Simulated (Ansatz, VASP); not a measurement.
Two plane-wave programs on MnSi3

```xyz
4
Lattice="2.6095 0.0000 0.0000 0.0000 2.6095 0.0000 0.0000 0.0000 7.2694" Properties=species:S:1:pos:R:3 pbc="T T T"
Mn    1.3047    1.3047    3.6347
Si    0.0000    0.0000    4.9935
Si    0.0000    0.0000    2.2759
Si    0.0000    0.0000    0.0000
```

Alike in both runs: functional PBE; k mesh 14 × 14 × 6; occupations gaussian, width 0.1 eV; no spin polarisation.

Ansatz relaxed the structure, and its values are those at the end. VASP's run is a single point on that final structure, the one shown.

```csv
,VASP,Ansatz
version,VASP 6.6.1,Ansatz 0.2.0
potentials or method,"VASP PAW PBE potentials, release 64 (Mn_pv, Si)","scalar-relativistic, plane waves, PAW"
plane-wave cutoff (eV),520,420
valence electrons in the cell,25,27
```

|  | VASP | Ansatz | Ansatz less VASP |
| --- | --- | --- | --- |
| gap on the k mesh at the Fermi level (eV) | none | none | - |
| pressure (GPa) | 23.5 | 23.6 | +0.05 |
| rms of the force components (eV/Å) | 0.006 | 0.001 | -0.0049 |

A gap of «none» marks a metal or a gap that the smearing closes. The two sets of potentials don't hold the same shells in valence.

Caveats: so large a pressure means that the cell lies far from this level's equilibrium, or that cutoff or potentials fall short (VASP). Spin polarisation is off, so any magnetic state and its effect on volume and gap are missing.
